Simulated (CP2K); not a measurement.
# CdSe under changes of volume

One of the cells (23.738 Å³/atom); the others are scaled copies at fixed shape and fractional positions:

```xyz
2
Lattice="4.0644 0.0000 0.0000 2.0322 3.5199 0.0000 2.0322 1.1733 3.3186" Properties=species:S:1:pos:R:3 pbc="T T T"
Cd    0.0000    0.0000    0.0000
Se    4.0644    2.3466    1.6593
```

Measurements of this composition are mostly on another form, of space group No. 186.

| Quantity | Value |
| --- | --- |
| Program | CP2K 2026.2 |
| Functional | PBEsol |
| Potentials or basis | POTENTIAL_UZH Cd GTH-PBE-q12, Se GTH-PBE-q6; TZVP-MOLOPT-PBE-GTH basis |
| Density cutoff | 6123 eV |
| k mesh | 8 × 8 × 8 |
| Occupations | fermi-dirac, width 0.0259 eV |
| Spin | no spin polarisation |

| volume (Å³/atom) | energy over the lowest point (meV/atom) | pressure (GPa) |
| --- | --- | --- |
| 22.314 | 1.18 | 1.2 |
| 22.788 | 0.00 | -0.3 |
| 23.263 | 3.03 | -1.7 |
| 23.738 | 9.76 | -2.9 |
| 24.213 | 19.82 | -3.9 |
| 24.687 | 32.86 | -4.9 |
| 25.162 | ? | ? |

**Question.** What does the run at 25.162 Å³/atom give?

**Answer.** Energy over the lowest point 48.53 meV/atom; pressure -5.7 GPa.

Worked out: A Birch-Murnaghan fit of order 3 (a polynomial in V^(-2/3)) to the other rows has its minimum at 22.68 Å³/atom with B0 = V·E''(V) = 69 GPa and B' = 4.4. It gives 48.57 meV/atom at 25.162 Å³/atom, against the run's 48.53, and -dE/dV = -5.7 GPa, against -5.7.

Energies are extrapolated to zero smearing.

Caveats: the potentials were made for another functional, which shifts forces and pressure; the basis of atomic orbitals isn't converged, which shifts pressures, moduli and gaps.
